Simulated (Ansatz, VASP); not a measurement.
Mg in VASP and in Ansatz

```
Mg
1.0
    -1.65375    1.65375    2.11467
     1.65375   -1.65375    2.11467
     1.65375    1.65375   -2.11467
Mg
1
Direct
  0.00000 0.00000 0.00000
```

Change from the starting cell: the structure that the rattled cell fell into.

Alike in both runs: task single point; functional PBE; k mesh 8 × 8 × 8; occupations gaussian, width 0.1 eV; no spin polarisation.

|  | VASP | Ansatz |
| --- | --- | --- |
| version | VASP 6.6.1 | Ansatz 0.2.0 |
| potentials or method | VASP PAW PBE potentials, release 64 (Mg) | scalar-relativistic, plane waves, PAW |
| plane-wave cutoff (eV) | 520 | 420 |
| valence electrons in the cell | 2 | 10 |

```csv
,VASP,Ansatz,Ansatz less VASP
gap on the k mesh at the Fermi level (eV),none,none,-
pressure (GPa),-0.1,0.0,+0.12
largest component of the traceless stress (GPa),1.03,1.03,+0.005
```

A gap of «none» marks a metal or a gap that the smearing closes. With one functional, cell and mesh, what is left measures potentials, basis and numerics. The two sets of potentials don't hold the same shells in valence.
